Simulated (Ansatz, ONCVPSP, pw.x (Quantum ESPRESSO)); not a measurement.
## Equation-of-state test of one ONCV potential (Pt (Z = 78))

ONCVPSP 4.0.1.1 (patched build) input, shortened (lines: element, Z, core and valence counts, functional; n l f; lmax; l rc ep ncon nbas qcut; lloc lpopt rc5 dvloc0; l nproj debl; icmod fcfact rcfact), PBE, scalar-relativistic:

```
  Pt 78.00   10    4        4      upf
    1    0    2.00
    2    0    2.00
    2    1    6.00
    3    0    2.00
    3    1    6.00
    3    2   10.00
    4    0    2.00
    4    1    6.00
    4    2   10.00
    4    3   14.00
    5    0    2.00
    5    1    6.00
    5    2    9.00
    6    0    1.00
    3
    0    1.35    0.00    4    7    9.10
    1    1.80    0.00    4    9    8.50
    2    1.95    0.00    4    8    7.00
    3    2.00    0.05    4    7    5.80
    4    5    1.25    2.00
    0    3    2.80
    1    1    3.70
    2    2    1.00
    3    2    3.30
    2    0.55    0.70
```

Atomic tests: cutoffs needed: 32 Ha and 37 Ha (the cutoffs (Ha) at which the residual kinetic energy of the hardest occupied pseudo-wave falls to 1 and 0.1 mHa per electron); ghost test: no bound ghost flagged; GHOST(+) flagged for s at 554.7 eV, s at 577.0 eV; largest excitation error: -7.7 meV (all-electron minus pseudo) for 5s2 5p6 5d7 6s0, out of 4 test configurations.

Crystal test: bcc Pt in pw.x 7.5, no spin, 15³ k-points, Fermi–Dirac smearing 0.01 Ry, cutoffs 85/340 Ry. The reference is all-electron LAPW (Ansatz 0.2.0) with the same functional, mesh and smearing; V0 and B0 come from Birch–Murnaghan fits to the pressures at five volumes. Errors are pseudo minus all-electron; Δ is the rms difference of the E(V) curves that follow from these fits, minima aligned, over ±6 % about the mean V0. Mesh and smearing are coarse, so the numbers serve the comparison and aren't converged zero-temperature values; the lattice is a test structure that the element need not adopt.

| V (Å³/atom) | P all-electron (GPa) | P pseudo (GPa) |
| --- | --- | --- |
| 15.066 | 13.63 | 8.77 |
| 15.463 | 6.17 | 1.59 |
| 15.859 | -0.19 | -4.50 |
| 16.255 | -5.60 | -9.65 |
| 16.652 | -10.19 | -13.99 |

All-electron: a0 = 3.165 Å (V0 = 15.85 Å³/atom), B0 = 235.3 GPa.

Pseudopotential: mean pressure error (GPa): -4.32; a0 (Å): 3.145; a0 error (%): -0.61; B0 error (%): +5.8; Δ (meV/atom): 15.1. This is a poor potential for the solid.

**Question.** At the middle volume, how do free energy and pressure move when the wave cutoff is lowered (ecutrho kept at four times it)?

**Answer.**

```
cutoff (Ry)  shift of F (meV/atom)  shift of P (GPa)
         38                +4934.5           -165.54
         51                 +746.9            -40.98
         68                  +27.3             -2.93
```

Input at the middle volume:

```
&control
  calculation='scf', prefix='x', pseudo_dir='./', outdir='./tmp', tstress=.true., disk_io='none'
/
&system
  ibrav=0, nat=1, ntyp=1, ecutwfc=85, ecutrho=340, nbnd=17,
  occupations='smearing', smearing='fd', degauss=0.01
/
&electrons
  conv_thr=1e-09, mixing_beta=0.4, electron_maxstep=70
/
ATOMIC_SPECIES
Pt 1.0 Pt.UPF
CELL_PARAMETERS angstrom
  -1.58272430 1.58272430 1.58272430
  1.58272430 -1.58272430 1.58272430
  1.58272430 1.58272430 -1.58272430
ATOMIC_POSITIONS crystal
Pt 0.0000 0.0000 0.0000
K_POINTS automatic
15 15 15 0 0 0
```

```bash
pw.x < Pt.scf.in > Pt.scf.out
```

Lines of the output:

```
Message from routine setup:
     using ibrav=0 with symmetry is DISCOURAGED, use correct ibrav instead
     lattice parameter (alat)  =       5.1804  a.u.
     unit-cell volume          =     107.0218 (a.u.)^3
     number of electrons       =        18.00
     number of Kohn-Sham states=           17
     kinetic-energy cutoff     =      85.0000  Ry
     charge density cutoff     =     340.0000  Ry
     scf convergence threshold =      1.0E-09
     Exchange-correlation= PBE
     number of k points=   120  Fermi-Dirac smearing, width (Ry)=  0.0100
     iteration #  1     ecut=    85.00 Ry     beta= 0.40
     total energy              =    -280.89715583 Ry
     estimated scf accuracy    <       0.08021566 Ry
     iteration #  2     ecut=    85.00 Ry     beta= 0.40
     total energy              =    -280.90789769 Ry
     estimated scf accuracy    <       0.00340849 Ry
     iteration #  3     ecut=    85.00 Ry     beta= 0.40
     total energy              =    -280.90785882 Ry
     estimated scf accuracy    <       0.00078586 Ry
     iteration #  4     ecut=    85.00 Ry     beta= 0.40
     total energy              =    -280.90791819 Ry
     estimated scf accuracy    <       0.00001228 Ry
     iteration #  5     ecut=    85.00 Ry     beta= 0.40
     total energy              =    -280.90791645 Ry
     estimated scf accuracy    <       0.00000467 Ry
     iteration #  6     ecut=    85.00 Ry     beta= 0.40
     total energy              =    -280.90791742 Ry
     estimated scf accuracy    <       0.00000104 Ry
     iteration #  7     ecut=    85.00 Ry     beta= 0.40
     total energy              =    -280.90791741 Ry
     estimated scf accuracy    <       0.00000016 Ry
     iteration #  8     ecut=    85.00 Ry     beta= 0.40
     total energy              =    -280.90791743 Ry
     estimated scf accuracy    <       0.00000009 Ry
     iteration #  9     ecut=    85.00 Ry     beta= 0.40
     the Fermi energy is    21.7715 ev
!    total energy              =    -280.90791743 Ry
     estimated scf accuracy    <          7.8E-10 Ry
     smearing contrib. (-TS)   =      -0.00448144 Ry
     The total energy is F=E-TS. E is the sum of the following terms:
     one-electron contribution =     -56.69564398 Ry
     hartree contribution      =      40.11262048 Ry
     xc contribution           =     -67.20490484 Ry
     ewald contribution        =    -197.11550766 Ry
     convergence has been achieved in   9 iterations
          total   stress  (Ry/bohr**3)                   (kbar)     P=      -44.99
     Message from routine punch:
     Nothing written, as per user request (disk_io='none')
```

The run at the middle volume (120 k-points, 9 iterations) took about 40 s on one core of a shared host (AMD EPYC 7R43 64-Core Processor, 256 threads, 1004 GiB, load 111).
